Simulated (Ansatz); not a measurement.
TiCo3:

```
Co Ti
1.0
     3.57100    0.00000    0.00000
     0.00000    3.57100    0.00000
     0.00000    0.00000    3.57100
Co Ti
3 1
Direct
  0.50000 0.50000 0.00000
  0.50000 0.00000 0.50000
  0.00000 0.50000 0.50000
  0.00000 0.00000 0.00000
```

Base run:

* Program: Ansatz 0.2.0
* Functional: PBEsol
* Potentials or basis: all-electron LAPW, scalar-relativistic
* Cutoff: 276 eV (chosen from the basis error)
* Basis error allowed: 0.002 eV/atom
* k mesh: 8 × 8 × 8
* Occupations: fermi-dirac, width 0.05 eV
* Spin: collinear spin, ferromagnetic start
* Starting moments: [2.0, 2.0, 2.0, 1.0] μB

Its results: pressure -3.9 GPa; net moment 2.51 μB per cell; site moments Co +1.00; Ti -0.37 μB.

Question: The run is repeated on the same cell with these changes: potentials or basis from all-electron LAPW, scalar-relativistic to all-electron LAPW, non-relativistic. What comes out?

Answer: Pressure -0.9 GPa; net moment 2.50 μB per cell; site moments Co +1.00; Ti -0.37 μB.

Caveats: the starting moments weren't kept.
